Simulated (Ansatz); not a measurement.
# FeGe (rocksalt type): the cost of one run

Program: Ansatz 0.2.0. Level of theory: DFT, PBEsol, all-electron LAPW, scalar-relativistic. These are calculated values, not measurements.

### 1 The structure to begin with

Symmetry: Fm-3m, No. 225, cubic system. Conventional cell: a = 4.627 Å, b = 4.627 Å, c = 4.627 Å, α = 90.00°, β = 90.00°, γ = 90.00°. Around Fe (site symmetry m-3m) lie 6 Ge at 2.31 Å. Ge (site symmetry m-3m) has 6 Fe at 2.31 Å as nearest neighbours.

As a file:

```cif
data_structure
_symmetry_space_group_name_H-M 'P 1'
_symmetry_Int_Tables_number 1
_cell_length_a 3.2719
_cell_length_b 3.2719
_cell_length_c 3.2719
_cell_angle_alpha 60.000
_cell_angle_beta 60.000
_cell_angle_gamma 60.000
_cell_volume 24.77
loop_
_atom_site_label
_atom_site_type_symbol
_atom_site_fract_x
_atom_site_fract_y
_atom_site_fract_z
_atom_site_occupancy
Fe1 Fe 0.00000 0.00000 0.00000 1
Ge1 Ge 0.50000 0.50000 0.50000 1
```

Atoms are numbered in the order of the input: Fe1, Ge2.

### 2 Rocksalt at the PAW cell, LAPW

File input.yaml:

```yaml
crystal:
  lattice:
    - [0.0, 2.3135482818, 2.3135482818]
    - [2.3135482818, 0.0, 2.3135482818]
    - [2.3135482818, 2.3135482818, 0.0]
  atoms:
    - { symbol: Fe, position: [0.0, 0.0, 0.0], spin: 2.5 }
    - { symbol: Ge, position: [0.5, 0.5, 0.5] }
magnetization:
  spin_polarized: true
kpoints:
  mp_grid: { grid: [14, 14, 14] }
scf:
  occupations: { method: fermi_dirac, width: 0.08 }
hamiltonian:
  xc: pbesol
  pseudopotentials: { kind: all_electron, lapw: { basis_error: 0.0005 } }
output:
  forces: true
  stress: true
  eigenvalues: true
  populations: true
```

Launch:

```console
> ansatz run input.yaml --threads 2 --pin off --max-ram 7168MiB --backend cpu --events-out ev --progress --plain --runs-dir out
```

Q: Estimate wall time and peak memory on 2 threads of Intel Xeon 6975P-C (Granite Rapids), shared host.

About 1.7 min, with a peak of 1.2 GiB.
